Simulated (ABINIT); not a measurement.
# InAs (F-43m) in ABINIT: a series of runs

The runs below take InAs through band structure, with r2SCAN, LDA-PZ, PBE.

All numbers are computed with ABINIT 10.8.3 (patched build); they aren't measurements. Logs are shortened: lines on timing, memory, paths and dates and some standing lists are left out, and cuts for length are marked. The log counts tension as positive stress, the text compression.

**What was measured.**

A printed reference work, data compilation reports, for a bulk crystal of InAs at 4.2 K: band gap 0.418 eV (direct).

The results are compared with them further down.

### 1 The structure

The structure is cubic, space group F-43m (No. 216). Conventional cell: a = 6.036 Å, b = 6.036 Å, c = 6.036 Å, α = 90.00°, β = 90.00°, γ = 90.00°. Around In (site symmetry -43m) lie 4 As at 2.61 Å. As (site symmetry -43m) has 4 In at 2.61 Å as nearest neighbours.

### 2 Band structure, r2SCAN

File run.abi:

```
# Datasets: ground state, then fixed potential
ndtset 2

# Pseudopotentials
pp_dirpath "./"
pseudos "In.hgh, As.hgh"

# Structure
acell 3*1.0 Angstrom
rprim
     0.0000000000     3.0180000000     3.0180000000
     3.0180000000     0.0000000000     3.0180000000
     3.0180000000     3.0180000000     0.0000000000
ntypat 2
znucl 49 33
natom 2
typat 1 2
xred
     0.0000000000     0.0000000000     0.0000000000
     0.7500000000     0.7500000000     0.7500000000

# Plane-wave basis
ecut 598.650497 eV

# Exchange and correlation
ixc -497498
usekden 1

# Bands and occupations
occopt 3
tsmear 0.05 eV

# SCF cycle
nstep 100

# Output
iomode 3
prtwf 0
prteig 0
prtebands 0
enunit 2
prtden1 1
prtkden1 1

# Dataset 1
kptopt1 1
ngkpt1 8 8 8
nshiftk1 1
shiftk1 0.0 0.0 0.0
nband1 8
tolvrs1 1.0e-9

# Dataset 2: bands along G-X-W-K-G-L-U-W-L-K
iscf2 -2
getden2 1
getkden2 1
nband2 12
nbdbuf2 2
tolwfr2 1.0e-12
kptopt2 -9
ndivsm2 8
prteig2 1
prtvol2 -3
kptbounds2
     0.0000000000     0.0000000000     0.0000000000
     0.5000000000     0.0000000000     0.5000000000
     0.5000000000     0.2500000000     0.7500000000
     0.3750000000     0.3750000000     0.7500000000
     0.0000000000     0.0000000000     0.0000000000
     0.5000000000     0.5000000000     0.5000000000
     0.6250000000     0.2500000000     0.6250000000
     0.5000000000     0.2500000000     0.7500000000
     0.5000000000     0.5000000000     0.5000000000
     0.3750000000     0.3750000000     0.7500000000
```

Potentials or basis: HGH LDA.

Run with:

```
$ abinit run.abi > log 2>&1
```

run.abo:

```text
.Version 10.8.3 of ABINIT
 DATASET    1 : space group F-4 3 m (#216); Bravais cF (face-center cubic)
================================================================================
 Values of the parameters that define the memory need for DATASET  1.
     intxc =       0    ionmov =       0      iscf =       7    lmnmax =       6
     lnmax =       6     mgfft =      36  mpssoang =       3    mqgrid =    3001
     natom =       2  nloc_mem =       1    nspden =       1   nspinor =       1
    nsppol =       1      nsym =      24    n1xccc =       0    ntypat =       2
    occopt =       3   xclevel =       2
       mpw =        1847          nfft =       46656          nkpt =          29
================================================================================
================================================================================

 DATASET    2 : space group F-4 3 m (#216); Bravais cF (face-center cubic)
================================================================================
 Values of the parameters that define the memory need for DATASET  2.
     intxc =       0    ionmov =       0      iscf =      -2    lmnmax =       6
     lnmax =       6     mgfft =      36  mpssoang =       3    mqgrid =    3001
     natom =       2  nloc_mem =       1    nspden =       1   nspinor =       1
    nsppol =       1      nsym =      24    n1xccc =       0    ntypat =       2
    occopt =       3   xclevel =       2
       mpw =        1853          nfft =       46656          nkpt =         139
================================================================================
================================================================================

--------------------------------------------------------------------------------
------------- Echo of variables that govern the present computation ------------
--------------------------------------------------------------------------------
 -outvars: echo values of preprocessed input variables --------
            acell      1.8897261259E+00  1.8897261259E+00  1.8897261259E+00 Bohr
              amu      1.14820000E+02  7.49215900E+01
             ecut      2.20000000E+01 Hartree
           enunit           2
           getden1          0
           getden2          1
          getkden1          0
          getkden2          1
             iscf1          7
             iscf2         -2
              ixc     -497498
           jdtset        1    2
           kptopt1          1
           kptopt2         -9
         kptrlatt        8    0    0      0    8    0      0    0    8
          kptrlen1     6.45242682E+01
          kptrlen2     3.00000000E+01
            natom           2
            nband1          8
            nband2         12
           nbdbuf1          0
           nbdbuf2          2
           ndtset           2
           ndivsm1          0
           ndivsm2          8
            ngfft          36      36      36
             nkpt1         29
             nkpt2        139
            nstep         100
             nsym          24
           ntypat           2
           occopt           3
        prtebands           0
           prteig1          0
           prteig2          1
          prtkden           1
           prtvol1          0
           prtvol2         -3
            prtwf           0
            rprim      0.0000000000E+00  3.0180000000E+00  3.0180000000E+00
                       3.0180000000E+00  0.0000000000E+00  3.0180000000E+00
                       3.0180000000E+00  3.0180000000E+00  0.0000000000E+00
           shiftk1     0.00000000E+00  0.00000000E+00  0.00000000E+00
           shiftk2     5.00000000E-01  5.00000000E-01  5.00000000E-01
          spgroup         216
           tolvrs1     1.00000000E-09
           tolvrs2     0.00000000E+00
           tolwfr1     0.00000000E+00
           tolwfr2     1.00000000E-12
           tsmear      1.83746611E-03 Hartree
            typat      1  2
          usekden           1
           xangst      0.0000000000E+00  0.0000000000E+00  0.0000000000E+00
                       4.5270000000E+00  4.5270000000E+00  4.5270000000E+00
            xcart      0.0000000000E+00  0.0000000000E+00  0.0000000000E+00
                       8.5547901720E+00  8.5547901720E+00  8.5547901720E+00
             xred      0.0000000000E+00  0.0000000000E+00  0.0000000000E+00
                       7.5000000000E-01  7.5000000000E-01  7.5000000000E-01
            znucl       49.00000   33.00000

================================================================================

[... 897 lines left out ...]
  2.92E-13  5.83E-13  9.49E-10  7.17E-07
 -3.2912E-01 -1.5640E-01 -6.1686E-02 -9.5120E-03  1.5610E-01  2.4808E-01
  3.4800E-01  3.5347E-01  3.7315E-01  4.5527E-01  5.7720E-01  6.1750E-01
 Non-SCF case, kpt  139 (  0.37500  0.37500  0.75000), residuals and eigenvalues=
[... 54 lines left out ...]
 length scales=  1.889726125908  1.889726125908  1.889726125908 bohr
              =  1.000000000000  1.000000000000  1.000000000000 angstroms
 Eigenvalues (hartree) for nkpt= 139  k points:
 kpt#   1, nband= 12, wtk=  1.00000, kpt=  0.0000  0.0000  0.0000 (reduced coord)
  -0.39493    0.06074    0.06074    0.06074    0.06711    0.22032    0.22032    0.22032
   0.37299    0.44285    0.44285    0.49244
 kpt#   2, nband= 12, wtk=  1.00000, kpt=  0.0217  0.0000  0.0217 (reduced coord)
  -0.39471    0.05027    0.06002    0.06002    0.07758    0.21936    0.22135    0.22135
   0.37451    0.43777    0.44311    0.49300
 kpt#   3, nband= 12, wtk=  1.00000, kpt=  0.0435  0.0000  0.0435 (reduced coord)
  -0.39407    0.03724    0.05791    0.05791    0.09063    0.21660    0.22438    0.22438
   0.37893    0.42602    0.44386    0.49470
 kpt#   4, nband= 12, wtk=  1.00000, kpt=  0.0652  0.0000  0.0652 (reduced coord)
  -0.39300    0.02416    0.05459    0.05459    0.10366    0.21237    0.22925    0.22925
   0.38566    0.41211    0.44512    0.49750
 kpt#   5, nband= 12, wtk=  1.00000, kpt=  0.0870  0.0000  0.0870 (reduced coord)
  -0.39151    0.01117    0.05028    0.05028    0.11647    0.20705    0.23570    0.23570
   0.39086    0.40150    0.44689    0.50141
 kpt#   6, nband= 12, wtk=  1.00000, kpt=  0.1087  0.0000  0.1087 (reduced coord)
  -0.38961   -0.00171    0.04524    0.04524    0.12888    0.20104    0.24350    0.24350
[... 385 lines left out ...]
 kpt# 135, nband= 12, wtk=  1.00000, kpt=  0.4107  0.4107  0.6786 (reduced coord)
  -0.33374   -0.15362   -0.05521   -0.00117    0.16252    0.26070    0.32194    0.32279
   0.39047    0.45349    0.53771    0.58326
 kpt# 136, nband= 12, wtk=  1.00000, kpt=  0.4018  0.4018  0.6964 (reduced coord)
  -0.33193   -0.15429   -0.05911   -0.00424    0.16051    0.26075    0.32582    0.33384
   0.38376    0.45213    0.55600    0.59137
 kpt# 137, nband= 12, wtk=  1.00000, kpt=  0.3929  0.3929  0.7143 (reduced coord)
  -0.33035   -0.15529   -0.06124   -0.00704    0.15827    0.25587    0.33547    0.34426
   0.37778    0.45256    0.57053    0.60196
 kpt# 138, nband= 12, wtk=  1.00000, kpt=  0.3839  0.3839  0.7321 (reduced coord)
  -0.32912   -0.15640   -0.06169   -0.00951    0.15610    0.24808    0.34800    0.35347
   0.37315    0.45527    0.57720    0.61750
 kpt# 139, nband= 12, wtk=  1.00000, kpt=  0.3750  0.3750  0.7500 (reduced coord)
  -0.32836   -0.15736   -0.06062   -0.01161    0.15419    0.23903    0.35740    0.36094
   0.37403    0.46069    0.57668    0.63143
 Eigenvalues (   eV  ) for nkpt= 139  k points:
 kpt#   1, nband= 12, wtk=  1.00000, kpt=  0.0000  0.0000  0.0000 (reduced coord)
 -10.74658    1.65287    1.65287    1.65287    1.82609    5.99516    5.99516    5.99516
  10.14950   12.05065   12.05065   13.40010
 kpt#   2, nband= 12, wtk=  1.00000, kpt=  0.0217  0.0000  0.0217 (reduced coord)
 -10.74072    1.36800    1.63318    1.63318    2.11118    5.96907    6.02326    6.02326
  10.19099   11.91229   12.05752   13.41534
 kpt#   3, nband= 12, wtk=  1.00000, kpt=  0.0435  0.0000  0.0435 (reduced coord)
 -10.72311    1.01329    1.57584    1.57584    2.46615    5.89411    6.10581    6.10581
  10.31108   11.59250   12.07812   13.46155
 kpt#   4, nband= 12, wtk=  1.00000, kpt=  0.0652  0.0000  0.0652 (reduced coord)
 -10.69405    0.65751    1.48543    1.48543    2.82061    5.77882    6.23814    6.23814
  10.49439   11.21397   12.11244   13.53765
 kpt#   5, nband= 12, wtk=  1.00000, kpt=  0.0870  0.0000  0.0870 (reduced coord)
 -10.65351    0.30390    1.36826    1.36826    3.16925    5.63407    6.41381    6.41381
  10.63585   10.92541   12.16044   13.64409
 kpt#   6, nband= 12, wtk=  1.00000, kpt=  0.1087  0.0000  0.1087 (reduced coord)
 -10.60177   -0.04642    1.23113    1.23113    3.50709    5.47046    6.62588    6.62588
[... 386 lines left out ...]
  -9.08146   -4.18032   -1.50241   -0.03174    4.42238    7.09393    8.76036    8.78356
  10.62527   12.34002   14.63170   15.87128
 kpt# 136, nband= 12, wtk=  1.00000, kpt=  0.4018  0.4018  0.6964 (reduced coord)
  -9.03220   -4.19850   -1.60835   -0.11540    4.36781    7.09539    8.86611    9.08427
  10.44277   12.30297   15.12965   16.09187
 kpt# 137, nband= 12, wtk=  1.00000, kpt=  0.3929  0.3929  0.7143 (reduced coord)
  -8.98926   -4.22559   -1.66635   -0.19161    4.30686    6.96259    9.12858    9.36779
  10.27996   12.31488   15.52482   16.38016
 kpt# 138, nband= 12, wtk=  1.00000, kpt=  0.3839  0.3839  0.7321 (reduced coord)
  -8.95589   -4.25598   -1.67856   -0.25883    4.24782    6.75062    9.46948    9.61851
  10.15397   12.38866   15.70637   16.80315
 kpt# 139, nband= 12, wtk=  1.00000, kpt=  0.3750  0.3750  0.7500 (reduced coord)
  -8.93526   -4.28185   -1.64968   -0.31583    4.19568    6.50429    9.72532    9.82161
  10.17782   12.53613   15.69230   17.18207

== END DATASET(S) ==============================================================
================================================================================

 -outvars: echo values of variables after computation  --------
            acell      1.8897261259E+00  1.8897261259E+00  1.8897261259E+00 Bohr
           etotal1    -8.4794790957E+00
            fcart1     3.6885108313E-31  3.6885108313E-31 -1.1065532494E-30
                      -3.6885108313E-31 -3.6885108313E-31  1.1065532494E-30
            rprim      0.0000000000E+00  3.0180000000E+00  3.0180000000E+00
                       3.0180000000E+00  0.0000000000E+00  3.0180000000E+00
                       3.0180000000E+00  3.0180000000E+00  0.0000000000E+00
           strten1     1.3210489196E-04  1.3210489196E-04  1.3210489196E-04
                       0.0000000000E+00  0.0000000000E+00  0.0000000000E+00
           xangst      0.0000000000E+00  0.0000000000E+00  0.0000000000E+00
                       4.5270000000E+00  4.5270000000E+00  4.5270000000E+00
             xred      0.0000000000E+00  0.0000000000E+00  0.0000000000E+00
                       7.5000000000E-01  7.5000000000E-01  7.5000000000E-01
 Calculation completed.
```

Wall time 3.2 min (1 thread of Arm Neoverse V1, shared host); peak memory 0.12 GiB.

What came out:

```
Free energy                                           : -230.7384 eV
Pressure                                              : -3.9 GPa
Band gap on the k mesh                                : 0.17 eV, direct
Band gap along the path                               : 0.17 eV, direct
Valence electrons inside the program's atomic spheres : In 0.66; As 2.43
```

Levels at the corners of the path, in eV from the valence-band top:
| point | band 2 | band 3 | band 4 | band 5 | band 6 | band 7 |
| --- | --- | --- | --- | --- | --- | --- |
| Γ | 0.00 | 0.00 | 0.00 | 0.17 | 4.34 | 4.34 |
| X | -6.09 | -2.35 | -2.35 | 1.97 | 2.47 | 10.07 |
| W | -5.93 | -3.00 | -2.87 | 4.78 | 4.84 | 5.61 |
| K | -5.93 | -3.30 | -1.97 | 2.54 | 4.85 | 8.07 |
| Γ | 0.00 | 0.00 | 0.00 | 0.17 | 4.34 | 4.34 |
| L | -5.95 | -1.00 | -1.00 | 1.33 | 5.18 | 5.18 |
| U | -5.93 | -3.30 | -1.97 | 2.54 | 4.85 | 8.07 |
| W | -5.93 | -3.00 | -2.87 | 4.78 | 4.84 | 5.61 |
| L | -5.95 | -1.00 | -1.00 | 1.33 | 5.18 | 5.18 |
| K | -5.93 | -3.30 | -1.97 | 2.54 | 4.85 | 8.07 |

Caveat: the potentials were made for another functional, which shifts forces and pressure; spin-orbit coupling is left out, which moves the levels of the heavy elements; HGH potentials are hard and often keep d shells in the core, so these values are rough. r2SCAN opens gaps a little over a GGA but as a rule still falls short of measured ones.

### 3 Band structure, LDA-PZ

File run.abi:

```
ndtset 2

pp_dirpath "./"
pseudos "In.LDA_PW-JTH.xml, As.LDA_PW-JTH.xml"

acell 8.0655335175 8.0655335175 8.0655335175
rprim
     0.0000000000     0.7071067812     0.7071067812
     0.7071067812     0.0000000000     0.7071067812
     0.7071067812     0.7071067812     0.0000000000
ntypat 2
znucl 49 33
natom 2
typat 1 2
xcart
     0.0000000000     0.0000000000     0.0000000000
     4.5270000000     4.5270000000     4.5270000000 Angstrom

ecut 17.0
pawecutdg 34.0

ixc 2

occopt 3
tsmear 0.05 eV

nstep 100

iomode 3
prtwf 0
prteig 0
prtebands 0
prtden1 1

kptopt1 1
ngkpt1 8 8 8
nshiftk1 1
shiftk1 0.0 0.0 0.0
nband1 18
tolvrs1 1.0e-9

iscf2 -2
getden2 1
nband2 22
nbdbuf2 2
tolwfr2 1.0e-12
kptopt2 -9
ndivsm2 8
prteig2 1
prtvol2 -3
kptbounds2
     0.0000000000     0.0000000000     0.0000000000
     0.5000000000     0.0000000000     0.5000000000
     0.5000000000     0.2500000000     0.7500000000
     0.3750000000     0.3750000000     0.7500000000
     0.0000000000     0.0000000000     0.0000000000
     0.5000000000     0.5000000000     0.5000000000
     0.6250000000     0.2500000000     0.6250000000
     0.5000000000     0.2500000000     0.7500000000
     0.5000000000     0.5000000000     0.5000000000
     0.3750000000     0.3750000000     0.7500000000
```

Potentials or basis: JTH PAW LDA v2.0.

Run with:

```
$ abinit run.abi > log 2>&1
```

It took 1.8 min on 1 thread of Arm Neoverse V1, shared host; peak memory 0.14 GiB.

Results (log left out):

```yaml
Free_energy: -4689.0170 eV
Band_gap_on_the_k_mesh: none (metal or under the smearing width)
Valence_electrons_inside_the_program's_atomic_spheres: In 11.25; As 12.70
```

Levels at the corners of the path, in eV from the Fermi level:
| point | band 12 | band 13 | band 14 | band 15 | band 16 | band 17 |
| --- | --- | --- | --- | --- | --- | --- |
| Γ | -0.48 | -0.05 | -0.05 | -0.05 | 3.77 | 3.77 |
| X | -6.01 | -2.42 | -2.42 | 1.37 | 1.90 | 8.97 |
| W | -5.87 | -3.06 | -2.99 | 4.08 | 4.17 | 4.82 |
| K | -5.87 | -3.39 | -2.04 | 1.94 | 4.13 | 7.13 |
| Γ | -0.48 | -0.05 | -0.05 | -0.05 | 3.77 | 3.77 |
| L | -5.93 | -1.06 | -1.06 | 0.74 | 4.57 | 4.57 |
| U | -5.87 | -3.39 | -2.04 | 1.94 | 4.13 | 7.13 |
| W | -5.87 | -3.06 | -2.99 | 4.08 | 4.17 | 4.82 |
| L | -5.93 | -1.06 | -1.06 | 0.74 | 4.57 | 4.57 |
| K | -5.87 | -3.39 | -2.04 | 1.94 | 4.13 | 7.13 |

Caveat: the cutoff is too short for stress, so the log's stress isn't used; spin-orbit coupling is left out, which moves the levels of the heavy elements; this crystal is a semiconductor, whose small gap the functional closes, so the metal is an error of the method.

### 4 Band structure, PBE

Edit run.abi of step 3 so:

```diff
@@ -3,9 +3,9 @@
 pp_dirpath "./"
-pseudos "In.LDA_PW-JTH.xml, As.LDA_PW-JTH.xml"
+pseudos "In_ONCV_PBE-1.2.upf, As_ONCV_PBE-1.2.upf"
 
-acell 8.0655335175 8.0655335175 8.0655335175
+acell 3*1.0 Angstrom
 rprim
-     0.0000000000     0.7071067812     0.7071067812
-     0.7071067812     0.0000000000     0.7071067812
-     0.7071067812     0.7071067812     0.0000000000
+     0.0000000000     3.0180000000     3.0180000000
+     3.0180000000     0.0000000000     3.0180000000
+     3.0180000000     3.0180000000     0.0000000000
 ntypat 2
@@ -14,10 +14,9 @@
 typat 1 2
-xcart
+xred
      0.0000000000     0.0000000000     0.0000000000
-     4.5270000000     4.5270000000     4.5270000000 Angstrom
+     0.7500000000     0.7500000000     0.7500000000
 
-ecut 17.0
-pawecutdg 34.0
+ecut 42.0
 
-ixc 2
+ixc 11
 
@@ -38,4 +37,4 @@
 shiftk1 0.0 0.0 0.0
-nband1 18
-tolvrs1 1.0e-9
+nband1 13
+tolvrs1 1.0e-10
 
@@ -43,3 +42,3 @@
 getden2 1
-nband2 22
+nband2 17
 nbdbuf2 2
```

Potentials or basis: SG15 NC PBE v1.2.

Run with:

```
$ abinit run.abi > log 2>&1
```

Run time: 4.8 min. Hardware: 1 thread of Arm Neoverse V1, shared host; peak memory 0.25 GiB.

It converged, with:

```yaml
Free_energy: -1595.9539 eV
Pressure: 4.5 GPa
Band_gap_on_the_k_mesh: none (metal or under the smearing width)
Valence_electrons_inside_the_program's_atomic_spheres: In 9.90; As 2.43
```

Levels at the corners of the path, in eV from the Fermi level:
```tsv
point	band 6	band 7	band 8	band 9	band 10	band 11	band 12	band 13
Γ	-11.93	-0.22	-0.05	-0.05	-0.05	3.87	3.87	3.87
X	-9.91	-5.90	-2.38	-2.38	1.49	2.01	9.18	9.27
W	-9.86	-5.76	-3.02	-2.93	4.19	4.25	4.98	6.05
K	-9.93	-5.77	-3.34	-2.01	2.06	4.24	7.29	7.40
Γ	-11.93	-0.22	-0.05	-0.05	-0.05	3.87	3.87	3.87
L	-10.46	-5.83	-1.04	-1.04	0.91	4.64	4.64	6.84
U	-9.93	-5.77	-3.34	-2.01	2.06	4.24	7.29	7.40
W	-9.86	-5.76	-3.02	-2.93	4.19	4.25	4.98	6.05
L	-10.46	-5.83	-1.04	-1.04	0.91	4.64	4.64	6.84
K	-9.93	-5.77	-3.34	-2.01	2.06	4.24	7.29	7.40
```

Caveat: spin-orbit coupling is left out, which moves the levels of the heavy elements; this crystal is a semiconductor, whose small gap the functional closes, so the metal is an error of the method.

### 5 Against experiment

Step 3. Measured gap of InAs: 0.418 eV (direct; 4.2 K; a printed reference work, data compilation). This calculation gives 0.00 eV (-0.42 eV). Spin-orbit coupling on As, In is left out. The value is that of LDA-PZ on a finite k mesh, which can miss the band edges, without temperature or zero-point motion. Semilocal functionals fall short of measured gaps as a rule.

Step 4. Measured gap of InAs: 0.418 eV (direct; 4.2 K; a printed reference work, data compilation). This calculation gives 0.00 eV (-0.42 eV). Spin-orbit coupling on As, In is left out. The value is that of PBE on a finite k mesh, which can miss the band edges, without temperature or zero-point motion. Semilocal functionals fall short of measured gaps as a rule.
